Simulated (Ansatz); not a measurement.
Runs of Ansatz 0.2.0 on Sb. It takes space group R-3m (No. 166, trigonal). The conventional cell has a = 4.308 Å, b = 4.308 Å, c = 11.274 Å, α = 90.00°, β = 90.00°, γ = 120.00°. Around Sb (site symmetry 3m) lie 3 Sb at 2.91 Å. 

| task | level | cutoff (eV) | points for each segment of the path | gap on the mesh (eV) | pressure (GPa) | V0 of scaled cells (Å³/atom) | B0 (GPa) | largest force (eV/Å) |
| --- | --- | --- | --- | --- | --- | --- | --- | --- |
| band structure | r2SCAN | 500 | 14 | none | 1.7 | - | - | 0.01 |
| equation of state | r2SCAN | 500 | - | - | - | 31.08 | 54 | - |
| band structure | LDA | 420 | 14 | none | -1.2 | - | - | 0.01 |
| band structure | PBE | 420 | 14 | none | 2.7 | - | - | (c) |
| equation of state | LDA | 420 | - | - | - | (b) | (a) | - |

Alike in all rows: potentials or basis Ansatz PAW; no spin polarisation; cell as given; k mesh 8 × 8 × 8; smearing fermi-dirac 0.05 eV.

Q: Fill in the values left out.

A: (a) 60; (b) 29.59; (c) 0.16.

Caveats: spin-orbit coupling is left out, which moves the levels of the heavy elements (some runs); the PAW data sets come from PBE, with cores solved anew for the run's functional, which leaves a small shift of forces and pressure (some runs); the cell was scaled at fixed shape and fractional positions, which overstates the stiffness of a crystal with free parameters, most of all of layers and chains (some runs); the PAW data sets were made with another functional, which shifts forces and pressure a little (some runs).

A k mesh can miss the band edges, and the runs leave out spin-orbit coupling on Sb.

A gap of «none» marks a metal or a gap under the smearing width.
